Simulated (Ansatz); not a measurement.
# Nb (Im-3m) in Ansatz: further runs

One crystal, Nb, is run at these levels: r2SCAN; tasks: single point, equation of state.

Everything below comes from runs of Ansatz 0.2.0. Logs are shortened: lines on timing, memory, paths and dates and some standing lists are left out, and cuts for length are marked.

**The experiment to reproduce.**

From “Pressure effects on the electronic structure and superconductivity of (TaNb)0.67(HfZrTi)0.33 high entropy alloy”, 2019, arxiv:1910.08312, for a bulk crystal of Nb: bulk modulus 169 GPa.

The results are compared with them further down.

### Step 1. Starting point

The structure is cubic, space group Im-3m (No. 229). The conventional cell has a = 3.328 Å, b = 3.328 Å, c = 3.328 Å, α = 90.00°, β = 90.00°, γ = 90.00°. Nb (site symmetry m-3m) is surrounded by 8 Nb at 2.88 Å.

### Step 2. Single point, r2SCAN, 17.32 Å³/atom (volume scaled by 0.94)

Input file input.yaml:

```yaml
crystal:
  lattice:
    - [-1.6299823056, 1.6299823056, 1.6299823056]
    - [1.6299823056, -1.6299823056, 1.6299823056]
    - [1.6299823056, 1.6299823056, -1.6299823056]
  atoms:
    - { symbol: Nb, position: [0.0, 0.0, 0.0] }
hamiltonian:
  xc: r2scan
  pseudopotentials: { kind: paw }
kpoints:
  mp_grid: { grid: [11, 11, 11] }
scf:
  occupations: { method: fermi_dirac, width: 0.05 }
output:
  forces: true
  stress: true
  eigenvalues: true
```

Potentials or basis: Ansatz PAW.

The run is started by

```bash
ansatz run input.yaml --threads 2 --pin off --max-ram 5632MiB --backend cpu --events-out ev --progress --plain --runs-dir out
```

The program printed:

```text
Warning: RAYON_NUM_THREADS=2 ignored (pool sized by the plan → 2); use --threads N
Engine: ansatz 0.2.0, aarch64-unknown-linux-gnu
Pseudopotentials: kind: paw
Pseudopotential: Nb, paw, valence charge 13, recommended cutoff 500 eV (meta_gga), Nb.paw.azcp
Functional definition: r2SCAN
  parameter k0 = 0.174
  parameter k1 = 0.065
  parameter a1 = 4.9479
  exchange = r2scan_x(k0 = k0, k1 = k1, a1 = a1)
  correlation = r2scan_c
Crystal: 1 atoms, lattice volume = 17.322 Å³
Basis set: ecut = 500 eV, 429 PW (Γ), exchange–correlation on 96×96×96 points (64 copies of the dense FFT grid, shifted against one another)
Bands: 11, of which v1, the nominal top of the filled ones, is band 7 counted from 1 (6 counted from 0)
Symmetry: 48 space group operations
Space group: Im-3m (ITA 229), of the structure as read, at distance tolerance 2.6e-5 Å
k-points: 56 of 1331
Non-local potential: Nb, projectors of the file, l = 0: 3, l = 1: 2, l = 2: 2, l = 3: 1
PAW form: soft (Blöchl's): semilocal exchange-correlation on the pseudo side does not see the compensation charge
PAW frozen core: Nb, regenerated for the run's functional (the file was generated under x = pbe(κ = 0.804, μ = 0.2195149727645171), c = pbe(β = 0.06672455060314922))
PAW one-centre angular grid: Nb, 590 points (default); XC on 160 Gauss nodes
Initial density: superposition of atomic densities (neutral atoms: chi_scale 0, normalization atom), corrected by the library's trained network
Initial wavefunctions: pseudopotential atomic-orbital guess
Functional: x = r2scan, c = r2scan; τ floored in thin density (d = 2e-4 eV/Å³)
SCF iter   1: F=—  HF=-4563.611602 eV  |F-HF|=—  |Δ(HF+E_count)|=         —  Δρ=1.07e-2  dr2=1.61e-2  dr2_τ=1.08e-2  ethr=1.77e-3  ⟨swp⟩=5.4  Hψ=3777  notcnv=0
preconditioner: auto → none  [metal: Δε(μ)=0.067 eV  Ē_g=8.377 eV  σ=0.050 eV  W_gap=0.31  n_scr=0 (ndim 8)  ℏωp=19.9 eV  f_vac=0.000  D(μ)=1.70/eV (n_scr^D=18)]
SCF iter   2: F=—  HF=-4563.609459 eV  |F-HF|=—  |Δ(HF+E_count)|=   2.14e-3  Δρ=3.50e-3  dr2=6.58e-4  dr2_τ=6.21e-4  ethr=1.24e-4  ⟨swp⟩=2.9  Hψ=1568  notcnv=0  defer=10
SCF iter   3: F=—  HF=-4563.609806 eV  |F-HF|=—  |Δ(HF+E_count)|=   3.47e-4  Δρ=1.41e-3  dr2=9.76e-5  dr2_τ=1.97e-5  ethr=5.06e-6  ⟨swp⟩=1.8  Hψ=823  notcnv=0  defer=10
SCF iter   4: F=—  HF=-4563.609898 eV  |F-HF|=—  |Δ(HF+E_count)|=   9.22e-5  Δρ=8.36e-5  dr2=6.13e-7  dr2_τ=6.08e-8  ethr=7.51e-7  ⟨swp⟩=3.0  Hψ=966  notcnv=0  defer=10
iter 5 did not close the SCF: its close was put off for the readings that it lacked (scf_convergence_deferred on its scf_iter line)
SCF iter   5: F=-4563.609898 eV  HF=-4563.609898 eV  |F-HF|=2.55e-11  |Δ(HF+E_count)|=   3.05e-7  Δρ=3.06e-5  dr2=8.25e-8  dr2_τ=4.15e-8  ethr=4.72e-9  ⟨swp⟩=2.0  Hψ=966  notcnv=0  defer=10
SCF iter   6: F=-4563.609898 eV  HF=-4563.609898 eV  |F-HF|=7.65e-10  |Δ(HF+E_count)|=   1.61e-8  Δρ=7.26e-6  dr2=4.67e-9  dr2_τ=4.76e-10  ethr=6.35e-10  ⟨swp⟩=2.8  Hψ=2289  notcnv=0
SCF 1 converged in 6 iterations: F = -4563.609898 eV  dr2 = 4.67e-9
SCF converged after 6 iterations
Free energy (F): -4563.609898 eV
Harris-Foulkes:  -4563.609898 eV  (|F-HF|=7.65e-10)
Internal energy: -4563.595645 eV  (E = F + TS)
E sigma→0 (E₀):  -4563.602772 eV
Entropy (-TS):   -0.014253 eV (-14.253 meV/atom)
Fermi energy:    18.511720 eV
--- Per-component energies (eV) ---
  E_band       = -67.578404
  E_kinetic    = 395.976274
  E_local      = -668.071679  (includes V_loc(G=0)·N_el)
  E_nonlocal   = 119.691818
  E_hartree    = 208.067371
  E_xc         = -170.337089
  E_vxc        = -237.804680  (∫ρ·V_xc dr)
  E_paw        = -3090.399142  (= ΣΔE_a)
  E_vpaw       = -108.505962  (= ΣTr[D̂ρ^β])
  E_aug_tail   = 0.000004  (compensation charges beyond the density's cutoff)
  E_vtau       = 14.999821  (kinetic-family band-sum trace: ∫τ·v_τ [+ j·A + Jᵃ·Aᵃ] dr)
  E_ewald      = -1358.330770
  E_core_change = -0.192431  (= ΣΔE_core)
  E_smearing   = -0.014253  (= −TS)
  E_closure    = 0.000000  (closes the sum)
  Σ components = -4563.609898   (vs F -4563.609898, Δ=0.00e0)
--- Forces (eV/Å), atoms counted from 1 ---
  atom   1  Nb    -0.00000000    -0.00000000    -0.00000000
  max |Σ_I F_I| component: 2.05e-32 eV/Å
--- Stress (GPa, compression-positive) ---
        8.371840      -0.000000       0.000000
        0.000000       8.371840       0.000000
        0.000000      -0.000000       8.371840
  P = ⅓ Tr σ = 8.3718 GPa (83.718 kbar)
--- Band table (eV; the first three rows and the last of 56) ---
  k-point 0: bands = ["-37.5544", "-11.9989", "-11.9989", "-11.9989", "12.2296", "18.9755", "18.9755", "18.9755", "22.2325", "22.2325", "33.4040"]
  k-point 1: bands = ["-37.5300", "-12.1391", "-12.0407", "-12.0003", "12.5984", "18.7435", "18.9056", "19.3316", "21.8964", "22.2307", "33.7006"]
  k-point 2: bands = ["-37.4640", "-12.5043", "-12.1511", "-12.0039", "13.5492", "18.1811", "18.6039", "20.3625", "21.5421", "22.2739", "34.1045"]
  k-point 55: bands = ["-37.0312", "-13.1028", "-13.0762", "-13.0762", "14.5170", "14.5809", "24.0165", "24.0165", "24.5095", "27.9760", "29.2938"]
```

Wall time 0.99 s (2 threads of Arm Neoverse V2, shared host); peak memory 0.32 GiB.

What came out:

```
Free energy            : -4563.6099 eV
Pressure               : 8.4 GPa
Band gap on the k mesh : none (metal or under the smearing width)
```

Caveat: the PAW data sets come from PBE, with cores solved anew for the run's functional, which leaves a small shift of forces and pressure.

### Step 3. Single point, r2SCAN, 17.69 Å³/atom (volume scaled by 0.96)

input.yaml: that of step 2 with these lines changed.

```diff
@@ -2,5 +2,5 @@
   lattice:
-    - [-1.6299823056, 1.6299823056, 1.6299823056]
-    - [1.6299823056, -1.6299823056, 1.6299823056]
-    - [1.6299823056, 1.6299823056, -1.6299823056]
+    - [-1.6414614324, 1.6414614324, 1.6414614324]
+    - [1.6414614324, -1.6414614324, 1.6414614324]
+    - [1.6414614324, 1.6414614324, -1.6414614324]
   atoms:
```

Potentials or basis: Ansatz PAW.

The run is started by

```bash
ansatz run input.yaml --threads 2 --pin off --max-ram 5632MiB --backend cpu --events-out ev --progress --plain --runs-dir out
```

It took 0.99 s on 2 threads of Arm Neoverse V2, shared host; peak memory 0.32 GiB.

It converged, with:

| Property | Result |
| --- | --- |
| Free energy | -4563.6243 eV |
| Pressure | 4.2 GPa |
| Band gap on the k mesh | none (metal or under the smearing width) |

Caveat: the PAW data sets come from PBE, with cores solved anew for the run's functional, which leaves a small shift of forces and pressure.

### Step 4. Single point, r2SCAN, 18.06 Å³/atom (volume scaled by 0.98)

Input file input.yaml:

```yaml
crystal:
  lattice:
    - [-1.6527822138, 1.6527822138, 1.6527822138]
    - [1.6527822138, -1.6527822138, 1.6527822138]
    - [1.6527822138, 1.6527822138, -1.6527822138]
  atoms:
    - { symbol: Nb, position: [0.0, 0.0, 0.0] }
hamiltonian:
  xc: r2scan
  pseudopotentials: { kind: paw }
kpoints:
  mp_grid: { grid: [11, 11, 11] }
scf:
  occupations: { method: fermi_dirac, width: 0.05 }
output:
  forces: true
  stress: true
  eigenvalues: true
  write_density: true
  write_potential: true
  elf: true
  volumetric_format: npy
```

The run is started by

```bash
ansatz run input.yaml --threads 2 --pin off --max-ram 5632MiB --backend cpu --events-out ev --progress --plain --runs-dir out
```

It took 1.2 s on 2 threads of Arm Neoverse V2, shared host; peak memory 0.33 GiB.

Results (log left out):

```yaml
Free_energy: -4563.6295 eV
Pressure: 0.3 GPa
Band_gap_on_the_k_mesh: none (metal or under the smearing width)
```

Caveat: the PAW data sets come from PBE, with cores solved anew for the run's functional, which leaves a small shift of forces and pressure.

### Step 5. Single point, r2SCAN, 18.43 Å³/atom

input.yaml: that of step 4 with these lines changed.

```diff
@@ -2,5 +2,5 @@
   lattice:
-    - [-1.6527822138, 1.6527822138, 1.6527822138]
-    - [1.6527822138, -1.6527822138, 1.6527822138]
-    - [1.6527822138, 1.6527822138, -1.6527822138]
+    - [-1.66395, 1.66395, 1.66395]
+    - [1.66395, -1.66395, 1.66395]
+    - [1.66395, 1.66395, -1.66395]
   atoms:
```

The run is started by

```bash
ansatz run input.yaml --threads 2 --pin off --max-ram 5632MiB --backend cpu --events-out ev --progress --plain --runs-dir out
```

It took 1.2 s on 2 threads of Arm Neoverse V2, shared host; peak memory 0.33 GiB.

It converged, with:

```
Free energy            : -4563.6261 eV
Pressure               : -3.2 GPa
Band gap on the k mesh : none (metal or under the smearing width)
```

Caveat: the PAW data sets come from PBE, with cores solved anew for the run's functional, which leaves a small shift of forces and pressure.

### Step 6. Single point, r2SCAN, 18.80 Å³/atom (volume scaled by 1.02)

Input file input.yaml:

```yaml
crystal:
  lattice:
    - [-1.6749698576, 1.6749698576, 1.6749698576]
    - [1.6749698576, -1.6749698576, 1.6749698576]
    - [1.6749698576, 1.6749698576, -1.6749698576]
  atoms:
    - { symbol: Nb, position: [0.0, 0.0, 0.0] }
hamiltonian:
  xc: r2scan
  pseudopotentials: { kind: paw }
kpoints:
  mp_grid: { grid: [11, 11, 11] }
scf:
  occupations: { method: fermi_dirac, width: 0.05 }
output:
  forces: true
  stress: true
  eigenvalues: true
```

Potentials or basis: Ansatz PAW.

The run is started by

```bash
ansatz run input.yaml --threads 2 --pin off --max-ram 5632MiB --backend cpu --events-out ev --progress --plain --runs-dir out
```

Wall time 1 s (2 threads of Arm Neoverse V2, shared host); peak memory 0.32 GiB.

It converged, with:

```
Free energy            : -4563.6150 eV
Pressure               : -6.4 GPa
Band gap on the k mesh : none (metal or under the smearing width)
```

Caveat: the PAW data sets come from PBE, with cores solved anew for the run's functional, which leaves a small shift of forces and pressure.

### Step 7. Single point, r2SCAN, 19.17 Å³/atom (volume scaled by 1.04)

input.yaml: that of step 6 with these lines changed.

```diff
@@ -2,5 +2,5 @@
   lattice:
-    - [-1.6749698576, 1.6749698576, 1.6749698576]
-    - [1.6749698576, -1.6749698576, 1.6749698576]
-    - [1.6749698576, 1.6749698576, -1.6749698576]
+    - [-1.68584659, 1.68584659, 1.68584659]
+    - [1.68584659, -1.68584659, 1.68584659]
+    - [1.68584659, 1.68584659, -1.68584659]
   atoms:
```

The run is started by

```bash
ansatz run input.yaml --threads 2 --pin off --max-ram 5632MiB --backend cpu --events-out ev --progress --plain --runs-dir out
```

Run time: 1 s. Hardware: 2 threads of Arm Neoverse V2, shared host; peak memory 0.32 GiB.

It converged, with:

```
Free energy            : -4563.5968 eV
Pressure               : -9.3 GPa
Band gap on the k mesh : none (metal or under the smearing width)
```

Caveat: the PAW data sets come from PBE, with cores solved anew for the run's functional, which leaves a small shift of forces and pressure.

### Step 8. Single point, r2SCAN, 19.53 Å³/atom (volume scaled by 1.06)

input.yaml: that of step 7 with these lines changed.

```diff
@@ -2,5 +2,5 @@
   lattice:
-    - [-1.68584659, 1.68584659, 1.68584659]
-    - [1.68584659, -1.68584659, 1.68584659]
-    - [1.68584659, 1.68584659, -1.68584659]
+    - [-1.6965847559, 1.6965847559, 1.6965847559]
+    - [1.6965847559, -1.6965847559, 1.6965847559]
+    - [1.6965847559, 1.6965847559, -1.6965847559]
   atoms:
```

The run is started by

```bash
ansatz run input.yaml --threads 2 --pin off --max-ram 5632MiB --backend cpu --events-out ev --progress --plain --runs-dir out
```

It took 1 s on 2 threads of Arm Neoverse V2, shared host; peak memory 0.32 GiB.

The run converged. Its results:

```yaml
Free_energy: -4563.5723 eV
Pressure: -12.0 GPa
Band_gap_on_the_k_mesh: none (metal or under the smearing width)
```

Caveat: the PAW data sets come from PBE, with cores solved anew for the run's functional, which leaves a small shift of forces and pressure.

### Step 9. Equation of state, r2SCAN

Potentials or basis: Ansatz PAW.

No new run: the results of the series are fitted here.

What came out:

| Quantity | Value |
| --- | --- |
| Equilibrium volume | 18.09 Å³/atom |
| Bulk modulus | 180 GPa |
| Pressure derivative of the bulk modulus | 3.5 |

Energy against volume, from the lowest point:
| volume (Å³/atom) | energy (meV/atom) |
| --- | --- |
| 17.322 | 19.58 |
| 17.691 | 5.18 |
| 18.060 | 0.00 |
| 18.428 | 3.33 |
| 18.797 | 14.47 |
| 19.165 | 32.63 |
| 19.534 | 57.18 |

Caveat: the PAW data sets were made with another functional, which shifts forces and pressure a little.

### Step 10. Against experiment

Step 9. A measured bulk modulus of Nb is 169 GPa (quoted in “Pressure effects on the electronic structure and superconductivity of (TaNb)0.67(HfZrTi)0.33 high entropy alloy”, 2019, arxiv:1910.08312); the calculated 180 GPa misses it by +6.2 %. The fit is for a static lattice scaled at fixed shape and fixed fractional positions.
